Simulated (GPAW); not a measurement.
V:

```
CELL_PARAMETERS angstrom
-1.51435 1.51435 1.51435
1.51435 -1.51435 1.51435
1.51435 1.51435 -1.51435
ATOMIC_POSITIONS crystal
V 0.00000 0.00000 0.00000
```

```yaml
Program: GPAW 26.7.0
Task: relaxation of cell and atoms
Functional: PBE
Dispersion: D3(BJ)
Potentials_or_basis: GPAW PAW data sets (gpaw-data 1.2.1)
Cutoff: 600 eV
Basis: pw
k_mesh: 12 × 12 × 12
Occupations: fermi-dirac, width 0.05 eV
Spin: collinear spin, ferromagnetic start
Starting_moments: "[2.0] μB"
```

At the start: pressure -12.2 GPa; volume 13.89 Å³/atom.

**Question.** How do energy, volume and symmetry change on relaxing?

**Answer.** Over 7 steps the energy falls by 38.5 meV/atom and the volume is 12.93 Å³/atom (-6.9 %); space group Im-3m (No. 229, to 0.05 Å); moment 0.00 μB per cell.

The path:
| step | energy change (eV) | largest force (eV/Å) | pressure (GPa) | volume (Å³) |
| --- | --- | --- | --- | --- |
| 1 | 0.0000 | 0.0000 | -12.20 | 13.89 |
| 2 | -0.0264 | 0.0000 | -7.17 | 13.46 |
| 3 | -0.0377 | 0.0000 | 1.99 | 12.80 |
| 4 | -0.0379 | 0.0000 | 1.76 | 12.82 |
| 5 | -0.0382 | 0.0000 | 1.31 | 12.85 |
| 6 | -0.0384 | 0.0000 | 0.71 | 12.89 |
| 7 | -0.0385 | 0.0000 | 0.04 | 12.93 |

Final structure:
```yaml
crystal:
  lattice:
    - [-1.47863, 1.47863, 1.47863]
    - [1.47863, -1.47863, 1.47863]
    - [1.47863, 1.47863, -1.47863]
  atoms:
    - { symbol: V, position: [0.00000, 0.00000, 0.00000] }
```

Caveat: each step starts from the last one's moments, so a moment once lost doesn't come back; later steps reuse the first step's grids; pairwise dispersion overbinds metals, which lowers pressure and volume.
